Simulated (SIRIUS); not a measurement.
# Sb (I4/mmm) in SIRIUS: a series of runs

Runs on Sb. Level: PBE. Tasks: single point.

All numbers are computed with SIRIUS 7.10.0; they aren't measurements. Logs are shortened: lines on timing, memory, paths and dates and some standing lists are left out, and cuts for length are marked. The log counts tension as positive stress, the text compression.

## 1. The cell of the first run

Symmetry: I4/mmm, No. 139, tetragonal system. Conventional cell: a = 3.219 Å, b = 3.219 Å, c = 4.742 Å, α = 90.00°, β = 90.00°, γ = 90.00°. Around Sb (site symmetry 4/mmm) lie 12 Sb at 3.22 to 3.29 Å.

This isn't the form of Sb at room conditions, which is rhombohedral.

## 2. Single point, PBE, 24.58 Å³/atom (strain = -0.04 (biaxial xy))

Input file sirius.json:

```json
{
  "control": {
    "processing_unit": "cpu",
    "verbosity": 2,
    "num_bands_to_print": 14,
    "print_forces": true,
    "print_stress": true
  },
  "parameters": {
    "electronic_structure_method": "pseudopotential",
    "xc_functionals": ["XC_GGA_X_PBE", "XC_GGA_C_PBE"],
    "gk_cutoff": 9.0,
    "pw_cutoff": 18.0,
    "ngridk": [8, 8, 8],
    "shiftk": [0, 0, 0],
    "smearing": "fermi_dirac",
    "smearing_width": 0.0018374661,
    "num_bands": 14,
    "num_mag_dims": 0,
    "num_dft_iter": 100,
    "energy_tol": 1e-08,
    "density_tol": 1e-06
  },
  "iterative_solver": {
    "type": "davidson",
    "min_tolerance": 1e-09,
    "tolerance_scale": [0.1, 0.25]
  },
  "mixer": {
    "type": "anderson",
    "beta": 0.7,
    "max_history": 8
  },
  "settings": {
    "tol_ne": 1e-10,
    "pseudo_grid_cutoff": 6.5
  },
  "unit_cell": {
    "lattice_vectors": [
      [0.0, 0.692531828184, 0.721387321036],
      [0.692531828184, 0.0, 0.721387321036],
      [0.692531828184, 0.692531828184, 0.0]
    ],
    "lattice_vectors_scale": 6.2116408346,
    "atom_coordinate_units": "lattice",
    "atom_types": ["Sb"],
    "atom_files": {
      "Sb": "Sb.json"
    },
    "atoms": {
      "Sb": [
        [0.0, 0.0, 0.0]
      ]
    }
  }
}
```

Potentials or basis: PseudoDojo 0.4.1 PBE standard (scalar relativistic).

On the command line:

```console
$ upf_to_json Sb.upf
$ OMP_NUM_THREADS=1 sirius.scf --input=sirius.json --output=out.json --task=0
```

Standard output:

```text
[info] SIRIUS version : 7.10.0
[info] number of MPI ranks           : 1
[info] MPI grid                      : 1 1
[info] maximum number of OMP threads : 1
[fft] FFT context for density and potential
[fft] =====================================
[fft]   comm size                             : 1
[fft]   plane wave cutoff                     : 18
[fft]   grid size                             : 40 40 40   total : 64000
[fft]   grid limits                           : -19 20   -19 20   -19 20
[fft]   number of G-vectors within the cutoff : 8185
[fft]   local number of G-vectors             : 8185
[fft]   number of G-shells                    : 1214
[fft] FFT context for coarse grid
[fft] =====================================
[fft]   comm size                             : 1
[fft]   plane wave cutoff                     : 18
[fft]   grid size                             : 40 40 40   total : 64000
[fft]   grid limits                           : -19 20   -19 20   -19 20
[fft]   number of G-vectors within the cutoff : 8185
[fft]   local number of G-vectors             : 8185
[fft]   number of G-shells                    : 1214
[unit cell] lattice vectors
[unit cell]   a1 :       0.0000000000      4.3017589832      4.4809989409
[unit cell]   a2 :       4.3017589832      0.0000000000      4.4809989409
[unit cell]   a3 :       4.3017589832      4.3017589832      0.0000000000
[unit cell] reciprocal lattice vectors
[unit cell]   b1 :      -0.7303042002      0.7303042002      0.7010920322
[unit cell]   b2 :       0.7303042002     -0.7303042002      0.7010920322
[unit cell]   b3 :       0.7303042002      0.7303042002     -0.7010920322
[unit cell] unit cell volume :       165.84293900 [a.u.^3]
[unit cell] 1/sqrt(omega)    :         0.07765180
[unit cell] MT volume        :         0.00000000 ( 0.00%)
[unit cell] IT volume        :       165.84293900 (100.00%)
[unit cell] number of atom types : 1
[unit cell] type id : 0 symbol : Sb mt_radius :  14.330000 num_atoms : 1
[unit cell] total number of atoms : 1
[unit cell] number of symmetry classes : 1
[unit cell] number of PAW atoms : 0
[unit cell] atom id  type id  class id             position                      vector_field
[unit cell] ------------------------------------------------------------------------------------------
[unit cell]      0        0        0      0.00000   0.00000   0.00000      0.00000   0.00000   0.00000
[unit cell] atom id         position (Cartesian, a.u.)
[unit cell] ---------------------------------------------
[unit cell]      0       0.000000    0.000000    0.000000
[unit cell] class id : 0 atom id : 0
[unit cell] minimum bond length:     6.083606
[unit cell] total number of pseudo wave-functions: 9
[sym] space group number   : 139
[sym] international symbol : I4/mmm
[sym] Hall symbol          : -I 4 2
[sym] space group transformation matrix :
[sym]  -0.5000  0.5000  0.0000
[sym]   0.5000  0.5000  1.0000
[sym]   0.5000  0.5000  0.0000
[sym] space group origin shift :
[sym]   0.0000  0.0000  0.0000
[sym] number of space group operations  : 16
[sym] number of magnetic group operations : 16
[sym] metric tensor error: 7.1054e-15
[sym] rotation matrix error: 4.4409e-16
[sym] symmetry operations
[... list of symmetry operations ...]
[atom type] label          : Sb
[atom type] --------------------------------------------------------------------------------
[atom type] symbol         : Sb
[atom type] name           :
[atom type] zn             : 15
[... 174 lines left out ...]
[diagonalize] average number of iterations: 2.66102
[find] Total energy                   :     -90.93972729 (Ha),    -181.87945458 (Ry)
[find] Free energy (E-TS)             :     -90.94002377 (Ha),    -181.88004754 (Ry)
[find] band gap (eV)                  :       0.00000000
[find] Efermi                         :       0.50267532
[find] iteration : 3, RMS : 7.124978980187e-06, energy difference : -1.090754867050e-05
[find] Hartree energy of density residual : 1.241421351800e-10
[find] | SCF iteration   4 out of 100|
[diagonalize] iterative solver tolerance (occupied, empty): 7.12498e-07 7.12498e-07
[... 20 lines left out ...]
[find] Free energy (E-TS)             :     -90.94002494 (Ha),    -181.88004987 (Ry)
[find] band gap (eV)                  :       0.00000000
[find] Efermi                         :       0.50268263
[find] iteration : 6, RMS : 2.802686602299e-07, energy difference : -7.871165053075e-09
[find] Hartree energy of density residual : 3.506446739146e-12
[find] | SCF iteration   7 out of 100|
[diagonalize] iterative solver tolerance (occupied, empty): 1.11328e-08 1.11328e-08
[diagonalize] average number of iterations: 2.91525
[find] Total energy                   :     -90.93972843 (Ha),    -181.87945686 (Ry)
[find] Free energy (E-TS)             :     -90.94002494 (Ha),    -181.88004988 (Ry)
[find] band gap (eV)                  :       0.00000000
[find] Efermi                         :       0.50268240
[find] iteration : 7, RMS : 8.977379225702e-08, energy difference : -4.325883651290e-09
[find] Hartree energy of density residual : 2.501409978648e-13
[find] bands are converged : true
[find] iterative solver converged : false
[find] +------------------------------+
[find] | SCF iteration   8 out of 100|
[find] +------------------------------+
[diagonalize] iterative solver tolerance (occupied, empty): 2.78319e-09 2.78319e-09
[diagonalize] average number of iterations: 2.42373
[diagonalize] Lowest band energies
[diagonalize] ik:    0   -0.574757   -0.573815   -0.573815   -0.572501   -0.571977    0.003025    0.726478    0.726478    0.727420    0.893796    0.900818    0.911141    0.911141    0.913549
[diagonalize] ik:    1   -0.574482   -0.573725   -0.573538   -0.572406   -0.571994    0.015406    0.627122    0.707820    0.713480    0.847069    0.913807    0.928997    0.938249    0.989477
[diagonalize] ik:    2   -0.574133   -0.573720   -0.573314   -0.571656   -0.571589    0.052276    0.477064    0.674890    0.691133    0.830005    0.899245    0.914054    0.939709    0.963355
[diagonalize] ik:    3   -0.574120   -0.573790   -0.573534   -0.570735   -0.570508    0.111043    0.344835    0.650683    0.675401    0.825866    0.864812    0.896099    0.904905    0.914508
[diagonalize] ik:    4   -0.574211   -0.573767   -0.573669   -0.570337   -0.569989    0.161139    0.269708    0.642070    0.670081    0.825133    0.866306    0.870866    0.879648    0.914271
[diagonalize] ...
[diagonalize] ik:   54   -0.573988   -0.572860   -0.572450   -0.571228   -0.570224    0.200466    0.377177    0.395277    0.535523    0.785749    0.913843    0.925641    0.936741    1.056708
[diagonalize] ik:   55   -0.575077   -0.574164   -0.570778   -0.570432   -0.569848    0.240848    0.329296    0.453540    0.462273    0.746886    0.768452    0.914232    1.150081    1.171267
[diagonalize] ik:   56   -0.575966   -0.574652   -0.570341   -0.569876   -0.569344    0.237998    0.310536    0.508280    0.520891    0.655819    0.672144    0.914163    1.249156    1.273908
[diagonalize] ik:   57   -0.575097   -0.574263   -0.570791   -0.570707   -0.569343    0.242454    0.327552    0.451382    0.476968    0.738578    0.755787    0.914141    1.093982    1.110205
[diagonalize] ik:   58   -0.573769   -0.572967   -0.572967   -0.571179   -0.569343    0.247447    0.376899    0.376899    0.447774    0.851689    0.910850    0.910850    0.913910    0.965875
[find] Charges and magnetic moments
[find] --------------------------------------------------------------------------------
[find] total charge          : 15.000000
[find] Energy
[find] --------------------------------------------------------------------------------
[find] valence_eval_sum               :      -4.21840302
[find] <rho|V^{XC}>                   :     -13.92415006
[find] <rho|E^{XC}>                   :     -22.77530712
[find] <mag|B^{XC}>                   :       0.00000000
[find] <rho|V^{H}>                    :      37.46093750
[find] one-electron contribution      :     -27.75519046 (Ha),     -55.51038093 (Ry)
[find] hartree contribution           :      18.73046875
[find] xc contribution                :     -22.77530712
[find] ewald contribution             :     -59.13969720
[find] PAW contribution               :       0.00000000
[find] smearing (-TS)                 :      -0.00029651
[find] SCF correction                 :      -0.00000240
[find] Total energy                   :     -90.93972843 (Ha),    -181.87945686 (Ry)
[find] Free energy (E-TS)             :     -90.94002494 (Ha),    -181.88004988 (Ry)
[find] band gap (eV)                  :       0.00000000
[find] Efermi                         :       0.50268245
[find] iteration : 8, RMS : 3.088932091350e-08, energy difference : -2.362128270761e-10
[find] Hartree energy of density residual : 6.202007940810e-15
[find] bands are converged : true
[find] iterative solver converged : true
[find] converged after 9 SCF iterations!
[find] Charges and magnetic moments
[find] --------------------------------------------------------------------------------
[find] total charge          : 15.000000
[find] Energy
[find] --------------------------------------------------------------------------------
[find] valence_eval_sum               :      -4.21840302
[find] <rho|V^{XC}>                   :     -13.92415006
[find] <rho|E^{XC}>                   :     -22.77530712
[find] <mag|B^{XC}>                   :       0.00000000
[find] <rho|V^{H}>                    :      37.46093750
[find] one-electron contribution      :     -27.75519046 (Ha),     -55.51038093 (Ry)
[find] hartree contribution           :      18.73046875
[find] xc contribution                :     -22.77530712
[find] ewald contribution             :     -59.13969720
[find] PAW contribution               :       0.00000000
[find] smearing (-TS)                 :      -0.00029651
[find] SCF correction                 :      -0.00000240
[find] Total energy                   :     -90.93972843 (Ha),    -181.87945686 (Ry)
[find] Free energy (E-TS)             :     -90.94002494 (Ha),    -181.88004988 (Ry)
[find] band gap (eV)                  :       0.00000000
[find] Efermi                         :       0.50268245
[ground_state] === stress tensor components [kbar] ===
[ground_state] === stress_kin ===
[ground_state] -63066.203611   -0.000000    0.000000
[ground_state]    -0.000000-63066.203611   -0.000000
[ground_state]     0.000000   -0.000000-63095.813610
[ground_state] === stress_har ===
[ground_state] -11116.421529   -0.000000    0.000000
[ground_state]    -0.000000-11116.421529   -0.000000
[ground_state]     0.000000   -0.000000-10995.544432
[ground_state] === stress_ewald ===
[ground_state] 34879.691805    0.000000   -0.000000
[ground_state]     0.00000034879.691805    0.000000
[ground_state]    -0.000000    0.00000035156.131365
[ground_state] === stress_vloc ===
[ground_state]  3633.434538    0.000000   -0.000000
[ground_state]     0.000000 3633.434538   -0.000000
[ground_state]    -0.000000   -0.000000 3251.854995
[ground_state] === stress_xc ===
[ground_state] -15260.772531   -0.000000    0.000000
[ground_state]    -0.000000-15260.772531   -0.000000
[ground_state]     0.000000   -0.000000-15260.494598
[ground_state] === stress_core ===
[ground_state] 23664.173582    0.000000   -0.000000
[ground_state]     0.00000023664.173582    0.000000
[ground_state]    -0.000000    0.00000023664.501689
[ground_state] === stress_nonloc ===
[ground_state] 27178.841597    0.000000   -0.000000
[ground_state]     0.00000027178.841597    0.000000
[ground_state]    -0.000000    0.00000027174.799410
[ground_state] === stress_us_nl ===
[ground_state] 27178.841597    0.000000   -0.000000
[ground_state]     0.00000027178.841597    0.000000
[ground_state]    -0.000000    0.00000027174.799410
[ground_state] === stress_total ===
[ground_state]   -87.256150    0.000000   -0.000000
[ground_state]     0.000000  -87.256150   -0.000000
[ground_state]    -0.000000   -0.000000 -104.565181
[ground_state] ==== total Forces in Ha/bohr =====
[ground_state] atom:    0, force:       0.0000000      0.0000000      0.0000000
[... 8 lines left out ...]
[ground_state] ==== Ewald forces from ions =====
[ground_state] atom:    0, force:       0.0000000      0.0000000      0.0000000
[~DFT_ground_state] local op. applied: 18845
[~DFT_ground_state] evp. work count: 5634.23
[~DFT_ground_state] number of iterative solver steps: 2097
```

It took 32 s on 1 thread of Arm Neoverse V1, shared host; peak memory 0.33 GiB.

Results:

```
Free energy            : -2474.6041 eV
Pressure               : 9.3 GPa
Band gap on the k mesh : none (metal or under the smearing width)
```

## 3. Single point, PBE, 25.61 Å³/atom (strain = -0.02 (biaxial xy))

sirius.json, as its differences from that of step 2:

```diff
@@ -39,7 +39,6 @@
     "lattice_vectors": [
-      [0.0, 0.692531828184, 0.721387321036],
-      [0.692531828184, 0.0, 0.721387321036],
-      [0.692531828184, 0.692531828184, 0.0]
+      [0.0, 4.391378962134, 4.480998940891],
+      [4.391378962134, 0.0, 4.480998940891],
+      [4.391378962134, 4.391378962134, 0.0]
     ],
-    "lattice_vectors_scale": 6.2116408346,
     "atom_coordinate_units": "lattice",
```

Potentials or basis: PseudoDojo 0.4.1 PBE standard (scalar relativistic).

On the command line:

```console
$ upf_to_json Sb.upf
$ OMP_NUM_THREADS=1 sirius.scf --input=sirius.json --output=out.json --task=0
```

It took 32 s on 1 thread of Arm Neoverse V1, shared host; peak memory 0.33 GiB.

Results (log left out):

- Free energy: -2474.6480 eV
- Pressure: 5.6 GPa
- Band gap on the k mesh: none (metal or under the smearing width)
